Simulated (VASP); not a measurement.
A run of VASP 6.6.1 is set up as follows.

POSCAR

```
TiO
1.0
    2.7083400800      0.0000000000      0.0000000000
    0.0000000000      2.7083400800      0.0000000000
    0.0000000000      0.0000000000      2.7083400800
Ti O
1 1
Direct
    0.0000000000      0.0000000000      0.0000000000
    0.5000000000      0.5000000000      0.5000000000
```

File INCAR.step1:

```
SYSTEM = TiO
PREC     = Accurate       ! precision mode
ENCUT    = 520            ! plane-wave cutoff, eV
EDIFF    = 1E-5           ! SCF threshold, eV
ISMEAR   = -1             ! smearing method
SIGMA    = 0.05           ! smearing width, eV
LREAL    = .False.        ! projectors in reciprocal space
LASPH    = .True.         ! aspherical terms in the spheres
NELM     = 80             ! most SCF steps
ALGO     = Normal         ! electronic algorithm
ISIF     = 2              ! what is computed and relaxed
LWAVE    = .True.         ! write WAVECAR
LCHARG   = .False.        ! write CHGCAR
NBANDS   = 16             ! bands
GGA      = PE             ! functional
```

Contents of INCAR.step2:

```
SYSTEM = TiO
PREC     = Accurate       ! precision mode
ENCUT    = 520            ! plane-wave cutoff, eV
EDIFF    = 1E-7           ! SCF threshold, eV
ISMEAR   = -1             ! smearing method
SIGMA    = 0.05           ! smearing width, eV
LREAL    = .False.        ! projectors in reciprocal space
LASPH    = .True.         ! aspherical terms in the spheres
NELM     = 80             ! most SCF steps
ALGO     = Normal         ! electronic algorithm
ISIF     = 2              ! what is computed and relaxed
LWAVE    = .False.        ! write WAVECAR
LCHARG   = .False.        ! write CHGCAR
GGA      = PE             ! functional
LHFCALC  = .True.         ! exact exchange
HFSCREEN = 0.15           ! screening, 1/A
AEXX     = 0.25           ! exact-exchange fraction
PRECFOCK = Fast         
NBANDS   = 16             ! bands
ISTART   = 1
```

KPOINTS

```
regular mesh
0
Gamma
  5 5 5
  0 0 0
```

Potentials or basis: VASP PAW PBE potentials, release 64 (Ti_sv, O).

Run with:

```console
$ cat potpaw_PBE.64/Ti_sv/POTCAR potpaw_PBE.64/O/POTCAR > POTCAR
$ cp INCAR.step1 INCAR
$ mpirun -np 1 vasp_std > vasp.out
$ cp INCAR.step2 INCAR
$ mpirun -np 1 vasp_std > vasp.out
```

Problem. Estimate the pressure.

Solution. -20.8 GPa.

Problem. What does it give for the band gap on the k mesh?

Solution. None (metal or under the smearing width).

Caveat: the k mesh is coarse (spacing up to 0.46 Å⁻¹), so the values aren't converged, least of all with exact exchange; the PAW data sets were made with another functional, which shifts forces and pressure a little.
